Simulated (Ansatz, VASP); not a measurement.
## KCl: VASP beside Ansatz

```
K Cl
1.0
     0.00000    3.13243    3.15610
     3.17977    0.00000    3.15610
     3.17977    3.13243    0.00000
K Cl
1 1
Direct
  0.00000 0.00000 0.00000
  0.50000 0.50000 0.50000
```

Change from the starting cell: strain +0.0075 x Voigt [1, -1, 0, 0, 0, 0], atoms carried along.

Alike in both runs: task single point; functional PBEsol; k mesh 6 × 6 × 6; occupations gaussian, width 0.05 eV; no spin polarisation.

|  | VASP | Ansatz |
| --- | --- | --- |
| version | VASP 6.6.1 | Ansatz 0.2.0 |
| potentials or method | VASP PAW PBE potentials, release 64 (K_sv, Cl) | scalar-relativistic, plane waves, PAW |
| plane-wave cutoff (eV) | 520 | 420 |
| valence electrons in the cell | 16 | 16 |

```tsv
	VASP	Ansatz	Ansatz less VASP
gap on the k mesh at the Fermi level (eV)	4.99	4.99	+0.004
least direct gap on the mesh (eV)	4.99	4.99	+0.004
pressure (GPa)	-0.5	-0.5	-0.04
largest component of the traceless stress (GPa)	0.24	0.23	-0.006
```

Caveats: the PAW data sets were made with another functional, which shifts forces and pressure a little (VASP).
